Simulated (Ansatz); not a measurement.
A plane-wave DFT run in Ansatz 0.2.0 (scalar-relativistic PAW potentials unless the input names others): input and command.

```yaml
crystal:
  lattice:
    - [2.5539396017, 0.0, 0.0]
    - [-1.2769698009, 2.2117765748, 0.0]
    - [0.0, 0.0, 4.226855]
  atoms:
    - { symbol: B, position: [0.6395391527, 0.2790783053, 0.999724] }
    - { symbol: B, position: [0.3062058193, 0.6124116387, 0.499724] }
    - { symbol: "N", position: [0.6876025149, 0.3752050298, 0.625276] }
    - { symbol: "N", position: [0.3542691816, 0.7085383632, 0.125276] }
basis:
  ecutwfc: 420
kpoints:
  mp_grid: { grid: [12, 12, 6] }
hamiltonian:
  xc: pbe
scf:
  occupations: { method: fermi_dirac, width: 0.025 }
  convergence: { dr2_threshold: 1.0e-05 }
output:
  forces: true
  eigenvalues: true
  stress: true
```

```bash
ansatz run input.yaml --threads 2 --pin off --max-ram 5120MiB --backend cpu --events-out ev --progress --plain --runs-dir out
```

Abridged log:
```
Warning: scf.convergence.dr2_threshold = 1e-5 eV is looser than this run's default, which is 1e-7 eV or tighter. The error in the forces grows as the threshold's square root, so leave the key out unless less accurate forces are enough
Warning: output.stress: scf.convergence.dr2_threshold = 1e-5 eV is looser than the 4e-10 eV advised for a printed stress (1e-10 eV for each atom of the cell: 4). ...
Pseudopotentials: kind: paw
Pseudopotential: B, paw, valence charge 3, recommended cutoff 420 eV (normal)
Pseudopotential: N, paw, valence charge 5, recommended cutoff 420 eV (normal)
Functional definition: PBE
Crystal: 4 atoms, lattice volume = 23.876 Å³
Basis set: ecut = 420 eV, 465 PW (Γ), exchange–correlation on 36×36×60 points (8 copies of the dense FFT grid, shifted against one another)
Bands: 12, of which v1, the nominal top of the filled ones, is band 8 counted from 1 (7 counted from 0)
Symmetry: 2 space group operations
Space group: Cm (ITA 8), of the structure as read, at distance tolerance 2.9e-5 Å
k-points: 242 of 864 (time reversal used)
Initial density: superposition of atomic densities (neutral atoms: chi_scale 0, normalization atom), corrected by the library's trained network
Initial wavefunctions: pseudopotential atomic-orbital guess
Functional: x = pbe(κ = 0.804, μ = 0.21951497), c = pbe(β = 0.06672455)
SCF iter   1: F=—  HF=-1083.391681 eV  |F-HF|=—  |Δ(HF+E_count)|=         —  Δρ=3.24e-3  dr2=1.13e-3  ethr=1.77e-3  ⟨swp⟩=5.6  Hψ=16371  notcnv=0
SCF iter   2: F=—  HF=-1083.392563 eV  |F-HF|=—  |Δ(HF+E_count)|=   8.82e-4  Δρ=1.60e-3  dr2=2.25e-4  ethr=7.05e-6  ⟨swp⟩=2.2  Hψ=7191  notcnv=0
SCF iter   3: F=—  HF=-1083.392869 eV  |F-HF|=—  |Δ(HF+E_count)|=   3.07e-4  Δρ=6.93e-4  dr2=6.14e-5  ethr=1.41e-6  ⟨swp⟩=2.2  Hψ=4474  notcnv=0
SCF iter   4: F=-1083.392918 eV  HF=-1083.392918 eV  |F-HF|=1.30e-7  |Δ(HF+E_count)|=   4.85e-5  Δρ=1.29e-4  dr2=2.88e-6  ethr=3.84e-7  ⟨swp⟩=2.1  Hψ=4417  notcnv=0
SCF iter   5: F=-1083.392919 eV  HF=-1083.392919 eV  |F-HF|=9.28e-8  |Δ(HF+E_count)|=   1.40e-6  Δρ=4.60e-5  dr2=3.10e-7  ethr=1.80e-8  ⟨swp⟩=2.2  Hψ=4506  notcnv=0
SCF iter   6: F=-1083.392919 eV  HF=-1083.392919 eV  |F-HF|=2.52e-8  |Δ(HF+E_count)|=   1.87e-7  Δρ=1.30e-5  dr2=1.55e-8  ethr=1.94e-9  ⟨swp⟩=2.0  Hψ=8847  notcnv=0
SCF 1 converged in 6 iterations: F = -1083.392919 eV  dr2 = 1.55e-8
SCF converged after 6 iterations
Free energy (F): -1083.392919 eV
Harris-Foulkes:  -1083.392919 eV  (|F-HF|=2.52e-8)
Internal energy: -1083.392919 eV  (E = F + TS)
E sigma→0 (E₀):  -1083.392919 eV
Fermi energy:    14.094527 eV
--- Forces (eV/Å), atoms counted from 1 ---
  atom   1  B      0.00000000     6.70187747    -1.47737263
  atom   2  B      0.00000000     3.51772836    -0.89058349
  atom   3  N      0.00000000    -3.42233610     0.88005295
  atom   4  N      0.00000000    -6.79720971     1.48788894
--- Stress (GPa, compression-positive) ---
        8.364383       0.000000       0.000000
        0.000000      27.196776      -7.660293
        0.000000      -7.660316       4.681516
  P = ⅓ Tr σ = 13.4142 GPa (134.142 kbar)
```

Apart from outputs and empty bands, the input differs from a reference run on usual settings in scf.convergence.dr2_threshold: not typed → 1e-05; scf.occupations.method: "gaussian" → "fermi_dirac"; scf.occupations.width: 0.05 → 0.025. The reference, at the same geometry (not necessarily relaxed), gave pressure 13.41 GPa, largest force 6.958 eV/Å, gap on the mesh 3.91 eV. This run converged in 6 SCF iterations (reference: 6) with an energy at zero smearing within 0.01 meV/atom of the reference's, pressure 13.41 GPa, largest force 6.958 eV/Å, gap on the mesh 3.91 eV.

The SCF went on to a residual of 1.5e-08 eV, far under the typed threshold, which therefore didn't bind.

Time: 4.7 s on 2 threads of Intel(R) Xeon(R) Platinum 8259CL CPU @ 2.50GHz (Skylake/Cascade Lake), on a shared host, peak memory 0.42 GiB.